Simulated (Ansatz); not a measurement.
CoO, 4 atoms in the cell. The structure is tetragonal, space group I4/mmm (No. 139). Conventional cell: a = 3.016 Å, b = 3.016 Å, c = 4.215 Å, α = 90.00°, β = 90.00°, γ = 90.00°. Around Co (site symmetry 4/mmm) lie 6 O at 2.11 to 2.13 Å. O (site symmetry 4/mmm) is surrounded by 6 Co at 2.11 to 2.13 Å.  The cell isn't the ideal one: another cell of the same crystal, with 4 atoms.

```yaml
Program: Ansatz 0.2.0
Task: single point
Functional: PBE
Potentials_or_basis: Ansatz PAW
Cutoff: "420 eV (not typed: the program's choice for these potentials)"
k_mesh: 6 × 6 × 5
Occupations: gaussian, width 0.05 eV
Spin: collinear spin, ferrimagnetic start
Starting_moments: "[2.0, -1.0, 0.0, 0.0] μB"
```

Potentials or basis: Ansatz PAW.

Launch:

```sh
$ ansatz run input.yaml --threads 2 --pin off --max-ram 5632MiB --backend cpu --events-out ev --progress --plain --runs-dir out
```

Hardware: 2 threads of Intel(R) Xeon(R) Processor @ 2.70GHz, on a shared host.

Estimate the wall time of this run.

Wall time 7 s on 2 threads of Intel(R) Xeon(R) Processor @ 2.70GHz, on a shared host, peak memory 0.41 GiB. Counts: scf iterations 15, plane waves 727, k points 30, bands 30.
